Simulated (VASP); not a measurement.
A run of VASP 6.6.1:

Contents of INCAR:

```
SYSTEM = NiO
ALGO = Fast
CSHIFT = 0.05
EDIFF = 1E-6
ENCUT = 520
GGA = CA
ISIF = 2
ISMEAR = 0
ISPIN = 2
LASPH = .TRUE.
LCHARG = .FALSE.
LMAXMIX = 4
LOPTICS = .TRUE.
LORBIT = 11
LREAL = .FALSE.
LWAVE = .FALSE.
MAGMOM = 1 0
NBANDS = 32
NEDOS = 2000
NELM = 120
PREC = Accurate
SIGMA = 0.02
```

KPOINTS

```
k-points
0
G
  11 11 11
  0 0 0
```

File POSCAR:

```
NiO
1.0
    0.0000000000      2.0913095100      2.0913095100
    2.0913095100      0.0000000000      2.0913095100
    2.0913095100      2.0913095100      0.0000000000
Ni O
1 1
Direct
    0.0000000000      0.0000000000      0.0000000000
    0.5000000000      0.5000000000      0.5000000000
```

Potentials or basis: VASP PAW LDA potentials, release 64 (Ni, O).

Launch:

```sh
$ cat potpaw_LDA.64/Ni/POTCAR potpaw_LDA.64/O/POTCAR > POTCAR
$ mpirun -np 1 vasp_std > vasp.out
```

Hardware: 1 thread of Intel(R) Xeon(R) Platinum 8488C (Sapphire Rapids), on a shared host.

Task: Estimate the wall time of this run.

Result: Wall time 38 s on 1 thread of Intel(R) Xeon(R) Platinum 8488C (Sapphire Rapids), with other jobs on the host, peak memory 0.21 GiB. Counts: scf iterations 15, k points 56.
